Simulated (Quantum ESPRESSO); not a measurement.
The system is Ge.

```
CELL_PARAMETERS angstrom
-2.57449 2.57449 1.39741
2.57449 -2.57449 1.39741
2.57449 2.57449 -1.39741
ATOMIC_POSITIONS crystal
Ge 0.50000 0.50000 0.00000
Ge 0.25000 0.75000 0.50000
```

This isn't the form of Ge at room conditions, which is diamond.

Base run:

```yaml
Program: Quantum ESPRESSO 7.5
Functional: PBEsol
Potentials_or_basis: PseudoDojo 0.4 SR PBEsol stringent
Cutoff: 1687 eV
Density_cutoff: 6748 eV
k_mesh: 11 × 11 × 11
Occupations: fermi-dirac, width 0.05 eV
Spin: no spin polarisation
```

Its results: band gap on the k mesh none (metal or under the smearing width); pressure -0.4 GPa.

The run is repeated on the same cell with these changes: potentials or basis from PseudoDojo 0.4 SR PBEsol stringent to GBRV 1.5 PBEsol; cutoff from 1687 eV to 612 eV; density cutoff from 6748 eV to 4898 eV; valence electrons from 44 to 28. What comes out?

Band gap on the k mesh none (metal or under the smearing width); pressure -0.8 GPa.
